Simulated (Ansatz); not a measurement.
# V2NO2 MXene bilayer (AA) in a perpendicular field, part 2 of 3

What dipole does a perpendicular field induce in the V2NO2 MXene bilayer (AA)? A positive field points along +c.

Ansatz 0.2.0; plane-wave DFT, LDA, Ansatz PAW (the session's first sound run).

So far. Step 2 (Relaxation): The lattice constant a goes from 2.941 to 2.850 Å.

## Step 3: Single point, field 0

A sawtooth potential applies the field, turning back in the middle of the vacuum. With the dipole correction the typed value is the field outside the slab. The induced dipole is small, so the SCF threshold is tight.

The cell differs from the one that the last finished run ended in (c 55.043 → 28.936 Å).

Input file input.yaml:

```yaml
crystal:
  lattice:
    - [2.8502824448, 0.0, 0.0]
    - [-1.4251412224, 2.4684170052, 0.0]
    - [0.0, 0.0, 28.9362989909]
  atoms:
    - { symbol: O, position: [0.3333333333, 0.6666666667, 0.3110280276] }
    - { symbol: V, position: [0.6666666667, 0.3333333333, 0.3448781481] }
    - { symbol: "N", position: [0.0, 0.0, 0.3842581231] }
    - { symbol: V, position: [0.3333333333, 0.6666666667, 0.4236482575] }
    - { symbol: O, position: [0.6666666667, 0.3333333333, 0.4574814346] }
    - { symbol: O, position: [0.3333333333, 0.6666666667, 0.5425185618] }
    - { symbol: V, position: [0.6666666667, 0.3333333333, 0.5763517379] }
    - { symbol: "N", position: [0.0, 0.0, 0.6157418762] }
    - { symbol: V, position: [0.3333333333, 0.6666666667, 0.655121855] }
    - { symbol: O, position: [0.6666666667, 0.3333333333, 0.6889719724] }
kpoints:
  mp_grid: { grid: [18, 18, 1] }
  band_path:
    path: [[0, 0, 0], [0.5, 0, 0], [0.33333333, 0.33333333, 0], [0, 0, 0]]
    npoints: 16
hamiltonian:
  xc: lda
scf:
  occupations: { method: fermi_dirac, width: 0.02585 }
  convergence: { dr2_threshold: 1.0e-10 }
efield:
  axis: 3
  dipole_correction: true
  ramp_position: 0.97
  ramp_width: 0.06
  amplitude: 0
output:
  dos: { projected: true, e_range: [-6, 5] }
  bader: true
  write_potential: true
  write_density: true
  volumetric_format: npy
  elf: true
```

Command:

```console
$ ansatz run input.yaml --threads 4 --pin off --max-ram 6144MiB --backend cpu --events-out ev --progress --plain --runs-dir out
```

The program printed:

```text
[...]
Crystal: 10 atoms, lattice volume = 203.587 Å³
Basis set: ecut = 420 eV, 4009 PW (Γ)
Bands: 53, of which v1, the nominal top of the filled ones, is band 43 counted from 1 (42 counted from 0)
Symmetry: 6 space group operations
k-points: 37 of 324 (time reversal used)
[...]
SCF iter   1: F=—  HF=-14419.058402 eV  |F-HF|=—  |Δ(HF+E_count)|=         —  Δρ=2.15e-2  dr2=3.15e0  ethr=1.77e-3  p=0.000 e·Å  D=4.08e-8 V/Å  ΔV_dip=-0.00 eV  dr2_dipole=7.08e-7  V_vac-E_F(+/−)=6.56/6.56 eV  ⟨swp⟩=8.8  Hψ=10143  notcnv=0  defer=5
efield: sawtooth ramp at fractional position 0.9700 (set: `efield.ramp_position`, or a place that a band, a saddle search or an elastic batch's reference lends), width 0.0600; the density the first Hamiltonian is built on has a dipole p = 0.000 e·Å; the dipole correction subtracts the counter field D = 4.08e-8 V/Å, which shifts the + side's vacuum level by -0.00 eV against the − side's; the planar-averaged density in the ramp window peaks in size at 6.8e-6 e/Å³
[...]
SCF iter   2: F=—  HF=-14418.939106 eV  |F-HF|=—  |Δ(HF+E_count)|=   1.19e-1  Δρ=9.84e-3  dr2=1.73e-1  ethr=1.77e-3  p=0.000 e·Å  D=1.68e-5 V/Å  ΔV_dip=-0.00 eV  dr2_dipole=1.15e-7  V_vac-E_F(+/−)=6.53/6.53 eV  ⟨swp⟩=2.6  Hψ=3352  notcnv=0  defer=29
[...]
SCF iter  11: F=-14418.918385 eV  HF=-14418.918385 eV  |F-HF|=1.31e-10  |Δ(HF+E_count)|=  4.73e-11  Δρ=5.45e-8  dr2=9.63e-12  ethr=1.00e-12  p=0.000 e·Å  D=3.15e-8 V/Å  ΔV_dip=-0.00 eV  dr2_dipole=1.10e-14  V_vac-E_F(+/−)=6.50/6.50 eV  ⟨swp⟩=2.3  Hψ=3510  notcnv=0
SCF 1 converged in 11 iterations: F = -14418.918385 eV  dr2 = 9.63e-12
[...]
NSCF: frozen V_eff on 49 k-points
efield: sawtooth ramp at fractional position 0.9700 (kept from the solve that this one continues, or follows in the run), width 0.0600; the density the first Hamiltonian is built on has a dipole p = 0.000 e·Å; the dipole correction subtracts the counter field D = 3.15e-8 V/Å, which shifts the + side's vacuum level by -0.00 eV against the − side's; the planar-averaged density in the ramp window peaks in size at 2.2e-6 e/Å³
[...]
SCF converged after 11 iterations
Free energy (F): -14418.918385 eV
[...]
Internal energy: -14418.898362 eV  (E = F + TS)
E sigma→0 (E₀):  -14418.908373 eV
Entropy (-TS):   -0.020023 eV (-2.002 meV/atom)
Fermi energy:    2.709039 eV
Dipole field:    D = 0.000000 V/Å  (p = 0.000000 e·Å, saw-weighted, corrected)
Work function:   Φ+ = 6.4986 eV   Φ− = 6.4986 eV
Levels:          The Fermi level and band energies are counted from a zero that moves with the ramp; work functions are not
[...]
--- Band table (eV; the first three rows and the last of 37) ---
  k-point 0: bands = [... 39 lower, 0.1821, 1.5166, 1.5166, 1.5219, 1.5219, 2.5858, 2.7153, 2.7771, ... 6 higher]
  k-point 1: bands = [... 39 lower, 0.1775, 1.6541, 1.6712, 1.7193, 1.7309, 2.4773, 2.5359, 2.7875, ... 6 higher]
  k-point 2: bands = [... 39 lower, 0.2670, 1.7221, 1.7820, 2.0876, 2.1047, 2.5169, 2.5549, 2.8598, ... 6 higher]
  k-point 36: bands = [... 39 lower, -1.2927, 2.5233, 2.5365, 2.6534, 2.6534, 2.7051, 2.7051, 3.8440, ... 6 higher]
--- Bader charges: 10 sites ---
  site symbol  charge [e]  shift [e]
     0      O     -1.0152     0.0018
     1      V      1.7971     0.0022
     2      N     -1.5634     0.0008
     3      V      1.7969     0.0022
     4      O     -1.0154     0.0018
     5      O     -1.0154     0.0018
     6      V      1.7969     0.0022
     7      N     -1.5634     0.0008
     8      V      1.7971     0.0022
     9      O     -1.0152     0.0018
  estimated error of the sums over rays = 5.7e-4 e
```

Wall time 18 s (4 threads of AMD EPYC 9R45, shared host); peak memory 0.89 GiB.

This step gave:

```yaml
energy_at_zero_smearing: -14418.9084 eV
work_function_upper_face: 6.499 eV
dipole_along_the_normal: 1.93e-7 e·Å
```

Running mean over a fixed 2.7 Å (it still follows the layers) of the planar mean; the ramp of the sawtooth is left out. Table of electron's electrostatic potential energy less the Fermi level by z:

```tsv
z (Å)	electron's electrostatic potential energy less the Fermi level (eV)
4	6.50
5	6.50
6	6.49
7	6.21
8	1.66
9	-5.45
10	-11.3
11	-12.3
12	-11.9
13	-7.02
14	-0.999
15	-1.25
16	-7.42
17	-12.0
18	-12.3
19	-11.0
20	-5.02
21	2.10
22	6.28
23	6.49
24	6.50
25	6.50
```

The density of states has structure finer than the step of the table below, so its rows give means over 0.25 eV. Peaks (eV: height): -4.810: 15.5, -3.460: 18.8, 0.120: 19.9, 0.420: 23.7, 0.970: 28.4, 1.090: 29.8, 1.140: 44.1.

The density of states by energy, zero at the Fermi level; means over each step:

energy (eV), density of states (states/eV a cell) and a bar:
```
    -5.75        7.0 ##########
    -5.50        5.2 #######
    -5.25        4.0 ######
    -5.00        8.8 ############
    -4.75       11.5 ################
    -4.50        8.8 ############
    -4.25        8.3 ###########
    -4.00        8.1 ###########
    -3.75        4.8 #######
    -3.50        7.1 ##########
    -3.25        2.1 ###
    -3.00        1.7 ##
    -2.75        2.1 ###
    -2.50        1.0 #
    -2.25        0.0 
    -2.00        0.0 
    -1.75        0.0 
    -1.50        0.8 #
    -1.25        3.3 #####
    -1.00        7.8 ###########
    -0.75        3.4 #####
    -0.50        2.4 ###
    -0.25        3.3 #####
     0.00        8.6 ############
     0.25       10.1 ##############
     0.50       13.1 ##################
     0.75        5.9 ########
     1.00       21.9 ##############################
     1.25       14.2 ###################
     1.50        1.2 ##
```

Projected DOS per atom over height of the atomic layer and energy from the Fermi level. Layers: O V N V O O V N V O from below.

Ten even steps from '_' (0.00 states/eV) to '@' (3.57 states/eV), each cell a mean:
```
____________________
__**..**____**..**__
__@@..@@____@@..@@__
__++__++____++__++__
__**__**____**__**__
__::__::____::__::__
__..__..____..__..__
__::__::____::__::__
__..__..____..__..__
____________________
____________________
____________________
____________________
____________________
..__..__::::__..__..
::__..__::::__..__::
--__....----....__--
--......====......--
**..__..----..__..**
::..__..====..__..::
..____..::::..____..
::......::::......::
```
Columns: height of the atomic layer (Å) from 9 to 19.9 (not evenly spaced); rows upwards: energy from the Fermi level (eV) from -5.96 to 1.78.

The electronic bands at the labelled points (eV, zero at the Fermi level):

```tsv
point	band 40	band 41	band 42	band 43	band 44	band 45	band 46	band 47
Γ	-2.53	-1.19	-1.19	-1.19	-1.19	-0.12	0.01	0.07
halfway	-3.09	-1.20	-1.07	-0.15	-0.13	0.38	0.41	0.75
M	-3.48	-1.52	-1.33	0.11	0.21	0.54	0.54	0.91
halfway	-3.49	-0.91	-0.77	0.13	0.17	0.39	0.39	1.02
K	-4.00	-0.19	-0.17	-0.06	-0.06	0.00	0.00	1.14
halfway	-3.21	-0.90	-0.85	-0.14	-0.06	0.52	0.55	0.79
Γ	-2.53	-1.19	-1.19	-1.19	-1.19	-0.12	0.01	0.07
```

Valence density in the ca plane at fractional y = 0.333, with atoms of V and O within 0.2 Å of it. It is the smooth field of the valence electrons, not physical close to the nuclei.

Ten steps, logarithmic in the rise over the least value, from '0' (0 e/Å³) to '9' (15 e/Å³), each cell a mean:
```
00000000000000000123564322223453100123465322
00000000000000000126897321125776200014798521
00000000000000000137998421135786310014899621
00000000000000000125886321125675200014787522
00000000000000000123554322223443100123454322
00000000000000001233222333333221001233222333
00000000000000001233222333343210001233222333
00000000000000001233222333333221000123222333
```
Columns run along c (16.0 Å, from fractional 0.09 to 0.64 of the cell), rows up along a (2.9 Å). Atoms in or near the plane, at fractional coordinates: V at (0.34, 0.67), O at (0.46, 0.67), V at (0.58, 0.67).

ELF in the ca plane at fractional y = 0.333, with atoms of V and O within 0.2 Å of it. It is the smooth field of the valence electrons, not physical close to the nuclei.

Ten even steps from '0' (0.00) to '9' (0.83), each cell a mean:
```
00000000000000001322453243115898500232354233
00000000000000000015887211148889810013888411
00000000000000000017888311158559920004988511
00000000000000000115886222138889810012788412
00000000000000012432342343114788400332343244
00000000000000025774213674111232002676312576
00000000000000136886324774121110003787423686
00000000000000024664112674111343102575211475
```
Columns run along c (16.0 Å, from fractional 0.09 to 0.64 of the cell), rows up along a (2.9 Å). Atoms in or near the plane, at fractional coordinates: V at (0.34, 0.67), O at (0.46, 0.67), V at (0.58, 0.67).

Electrostatic potential energy in the ca plane at fractional y = 0.333, with atoms of V and O within 0.2 Å of it. With pseudopotentials it is smooth inside the atoms' cores, unlike the true potential.

Ten even steps from '0' (-35 eV) to '9' (9 eV), each cell a mean:
```
52125787776579999873114787777568999999999999
21112788860018999851111578873005999999999999
11212688850007999841220478871003999999999999
31113788861028999851111688874016999999999999
63236777676689999874225777767679999999999999
87677776457899999987777776546889999999999999
88887775346899999888888776435789999999999999
77677776457899999887667777546889999999999999
```
Columns run along c (16.0 Å, from fractional 0.32 to 0.87 of the cell; values clipped at the 3rd and 97th percentile), rows up along a (2.9 Å). Atoms in or near the plane, at fractional coordinates: V at (0.34, 0.67), O at (0.46, 0.67), V at (0.58, 0.67), O at (0.69, 0.67).

The work function of the upper face is 6.50 eV.

## Step 4: Atoms held, field 0.05 V/Å

Edit input.yaml of step 3 so:

```diff
@@ -31,6 +31,4 @@
   ramp_width: 0.06
-  amplitude: 0
+  amplitude: 0.05
 output:
-  dos: { projected: true, e_range: [-6, 5] }
-  bader: true
   write_potential: true
@@ -38,2 +36 @@
   volumetric_format: npy
-  elf: true
```

The program printed:

```text
[...]
Crystal: 10 atoms, lattice volume = 203.587 Å³
Basis set: ecut = 420 eV, 4009 PW (Γ)
Bands: 53, of which v1, the nominal top of the filled ones, is band 43 counted from 1 (42 counted from 0)
Symmetry: 6 space group operations
k-points: 37 of 324 (time reversal used)
[...]
k-point 0: bands = [... 39 lower, 0.1821, 1.5165, 1.5165, 1.5219, 1.5219, 2.5857, 2.7152, 2.7771, ... 6 higher]
  k-point 1: bands = [... 39 lower, 0.1774, 1.6541, 1.6711, 1.7193, 1.7309, 2.4772, 2.5358, 2.7875, ... 6 higher]
  k-point 2: bands = [... 39 lower, 0.2670, 1.7221, 1.7820, 2.0875, 2.1047, 2.5169, 2.5548, 2.8597, ... 6 higher]
  k-point 36: bands = [... 39 lower, -1.2921, 2.5232, 2.5364, 2.6533, 2.6534, 2.7050, 2.7051, 3.8436, ... 6 higher]
[key lines of the parts left out:]
SCF converged after 12 iterations
Free energy (F): -14418.918970 eV
Fermi energy:    2.709000 eV
Dipole field:    D = 0.020810 V/Å  (p = 0.023413 e·Å, saw-weighted, corrected)
```

The job ended after 6.7 s (4 threads; peak memory 0.82 GiB; 26 s of CPU time).

The dipole is 0.0234 e·Å.

## Step 5: Atoms held, field -0.05 V/Å

Edit input.yaml of step 4 so:

```diff
@@ -31,3 +31,3 @@
   ramp_width: 0.06
-  amplitude: 0.05
+  amplitude: -0.05
 output:
```

The program printed:

```text
[...]
Crystal: 10 atoms, lattice volume = 203.587 Å³
Basis set: ecut = 420 eV, 4009 PW (Γ)
Bands: 53, of which v1, the nominal top of the filled ones, is band 43 counted from 1 (42 counted from 0)
Symmetry: 6 space group operations
k-points: 37 of 324 (time reversal used)
[...]
k-point 0: bands = [... 39 lower, 0.1821, 1.5165, 1.5165, 1.5219, 1.5219, 2.5857, 2.7152, 2.7771, ... 6 higher]
  k-point 1: bands = [... 39 lower, 0.1774, 1.6541, 1.6711, 1.7193, 1.7309, 2.4772, 2.5358, 2.7875, ... 6 higher]
  k-point 2: bands = [... 39 lower, 0.2670, 1.7221, 1.7820, 2.0875, 2.1047, 2.5169, 2.5548, 2.8597, ... 6 higher]
  k-point 36: bands = [... 39 lower, -1.2921, 2.5232, 2.5364, 2.6533, 2.6534, 2.7050, 2.7051, 3.8436, ... 6 higher]
[key lines of the parts left out:]
SCF converged after 12 iterations
Free energy (F): -14418.918970 eV
Fermi energy:    2.709000 eV
Dipole field:    D = -0.020811 V/Å  (p = -0.023414 e·Å, saw-weighted, corrected)
```

Wall time 6.7 s (4 threads); peak memory 0.81 GiB.

The dipole is -0.0234 e·Å.

## Step 6: Atoms held, field 0.1 V/Å

Edit input.yaml of step 5 so:

```diff
@@ -31,3 +31,3 @@
   ramp_width: 0.06
-  amplitude: -0.05
+  amplitude: 0.1
 output:
```

The program printed:

```text
[...]
Crystal: 10 atoms, lattice volume = 203.587 Å³
Basis set: ecut = 420 eV, 4009 PW (Γ)
Bands: 53, of which v1, the nominal top of the filled ones, is band 43 counted from 1 (42 counted from 0)
Symmetry: 6 space group operations
k-points: 37 of 324 (time reversal used)
[...]
k-point 0: bands = [... 39 lower, 0.1822, 1.5164, 1.5164, 1.5218, 1.5218, 2.5856, 2.7151, 2.7769, ... 6 higher]
  k-point 1: bands = [... 39 lower, 0.1774, 1.6540, 1.6710, 1.7191, 1.7307, 2.4771, 2.5357, 2.7874, ... 6 higher]
  k-point 2: bands = [... 39 lower, 0.2669, 1.7220, 1.7819, 2.0874, 2.1046, 2.5168, 2.5547, 2.8596, ... 6 higher]
  k-point 36: bands = [... 39 lower, -1.2915, 2.5231, 2.5363, 2.6531, 2.6534, 2.7048, 2.7050, 3.8432, ... 6 higher]
[key lines of the parts left out:]
SCF converged after 12 iterations
Free energy (F): -14418.920726 eV
Fermi energy:    2.708887 eV
Dipole field:    D = 0.041620 V/Å  (p = 0.046826 e·Å, saw-weighted, corrected)
```

Wall time 6.8 s (4 threads); peak memory 0.8 GiB; 26 s of CPU time.

The dipole is 0.0468 e·Å.

## Step 7: Atoms held, field 0.2 V/Å

Edit input.yaml of step 6 so:

```diff
@@ -31,3 +31,3 @@
   ramp_width: 0.06
-  amplitude: 0.1
+  amplitude: 0.2
 output:
```

The program printed:

```text
[...]
Crystal: 10 atoms, lattice volume = 203.587 Å³
Basis set: ecut = 420 eV, 4009 PW (Γ)
Bands: 53, of which v1, the nominal top of the filled ones, is band 43 counted from 1 (42 counted from 0)
Symmetry: 6 space group operations
k-points: 37 of 324 (time reversal used)
[...]
k-point 0: bands = [... 39 lower, 0.1823, 1.5160, 1.5160, 1.5213, 1.5213, 2.5850, 2.7148, 2.7765, ... 6 higher]
  k-point 1: bands = [... 39 lower, 0.1771, 1.6535, 1.6706, 1.7187, 1.7303, 2.4766, 2.5353, 2.7869, ... 6 higher]
  k-point 2: bands = [... 39 lower, 0.2666, 1.7215, 1.7815, 2.0869, 2.1042, 2.5163, 2.5543, 2.8591, ... 6 higher]
  k-point 36: bands = [... 39 lower, -1.2903, 2.5226, 2.5359, 2.6524, 2.6531, 2.7043, 2.7047, 3.8419, ... 6 higher]
[key lines of the parts left out:]
SCF converged after 12 iterations
Free energy (F): -14418.927751 eV
Fermi energy:    2.708433 eV
Dipole field:    D = 0.083240 V/Å  (p = 0.093653 e·Å, saw-weighted, corrected)
```

Elapsed: 6.8 s, on 4 threads; peak memory 0.8 GiB; 26 s of CPU time.

The dipole is 0.0937 e·Å.

## Step 8: Single point, field 0.3 V/Å

Edit input.yaml of step 7 so:

```diff
@@ -31,4 +31,6 @@
   ramp_width: 0.06
-  amplitude: 0.2
+  amplitude: 0.3
 output:
+  dos: { projected: true, e_range: [-6, 5] }
+  bader: true
   write_potential: true
@@ -36 +38,2 @@
   volumetric_format: npy
+  elf: true
```

The program printed:

```text
[...]
Crystal: 10 atoms, lattice volume = 203.587 Å³
Basis set: ecut = 420 eV, 4009 PW (Γ)
Bands: 53, of which v1, the nominal top of the filled ones, is band 43 counted from 1 (42 counted from 0)
Symmetry: 6 space group operations
k-points: 37 of 324 (time reversal used)
[...]
--- Bader charges: 10 sites ---
  site symbol  charge [e]  shift [e]
     0      O     -1.0245     0.0018
     1      V      1.7948     0.0022
     2      N     -1.5636     0.0008
     3      V      1.7971     0.0022
     4      O     -1.0154     0.0018
     5      O     -1.0153     0.0018
     6      V      1.7967     0.0022
     7      N     -1.5632     0.0008
     8      V      1.7993     0.0022
     9      O     -1.0058     0.0018
  estimated error of the sums over rays = 5.8e-4 e
[key lines of the parts left out:]
SCF converged after 13 iterations
Free energy (F): -14418.939458 eV
Fermi energy:    2.707673 eV
Dipole field:    D = 0.124871 V/Å  (p = 0.140491 e·Å, saw-weighted, corrected)
```

It took 19 s on 4 threads; peak memory 0.84 GiB; 74 s of CPU time.

The dipole is 0.140 e·Å.

## Step 9: Response, atoms held

This step: plane-wave DFT, LDA, Ansatz PAW; response to a field along the normal, atoms held (Ansatz 0.2.0).

The dipoles give the slope, and the difference of two potentials shows where the field is screened.

This step gave:

| Item | Value |
| --- | --- |
| equivalent conductor thickness p/(ε₀AE) | 12.04 Å |
| distance between the outer atoms | 10.94 Å |

The dipole of the cell by applied field:

```tsv
applied field (V/Å)	dipole of the cell (e·Å)
-0.050	-0.0234
0.000	1.9e-7
0.050	0.0234
0.100	0.0468
0.200	0.0937
0.300	0.140
```

Local field over the applied field, running mean. From the potentials at -0.05 and 0.05 V/Å; running mean over 2.5 Å. Table of local field over applied field by z:

z (Å), local field over applied field and a bar from the least value:
```
        5      1.000 ##############################
        6      0.994 ##############################
        7      0.927 ############################
        8      0.656 ####################
        9      0.300 #########
       10      0.068 ##
       11      0.010 
       12     -0.004 
       13     -0.002 
       14      0.000 
       15      0.000 
       16     -0.002 
       17     -0.003 
       18      0.011 
       19      0.076 ##
       20      0.322 ##########
       21      0.678 ####################
       22      0.937 ############################
       23      0.995 ##############################
       24      1.000 ##############################
```

Electrons, planar mean, per unit field. Table of induced electron density by z:

```tsv
z (Å)	induced electron density (e/Å³ per V/Å)
5	1.3e-6
6	2.1e-5
7	3.1e-4
8	0.00279
9	0.00137
10	4.0e-4
11	2.1e-4
12	2.1e-5
13	2.3e-5
14	4.2e-5
15	-4.7e-5
16	-3.8e-5
17	5.0e-5
18	-2.0e-4
19	-3.5e-4
20	-0.00143
21	-0.00252
22	-2.6e-4
23	-1.7e-5
24	-1.1e-6
```

By hand: between -0.05 and 0.05 V/Å the dipole changes by 0.04683 e·Å, a slope of 0.4683 e·Å²/V. A perfect conductor of thickness t has p = ε₀AEt, so t = 180.95 × 0.4683 / 7.036 = 12.04 Å (e/ε₀ = 180.95 V·Å, A in Å²).

The induced dipole is that of a conductor 12.04 Å thick.

(Part 2 of 3 ends here.)

[Long decimals in the printed logs are rounded to 6 places.]

[Logs are printed without paths, hosts, clocks, repeated set-up lines and the standing remarks that a program may print on its own settings, such as how far it seeks lower states.]

[Hosts, paths, dates, database ids (printed as entryN), source tags and the programs' standing remarks are cut or masked in the printed files.]

[Maps of the electrostatic potential energy from Ansatz leave out the sawtooth potential of an applied field or a dipole correction, so their vacuum need not be flat; planar profiles and work functions include it.]

[The density of states shown here was stored with 400 of the rows of the run's finer table, so its peaks can read low, often by over a quarter, or be missed, and its means over a window can be off by a tenth or more.]
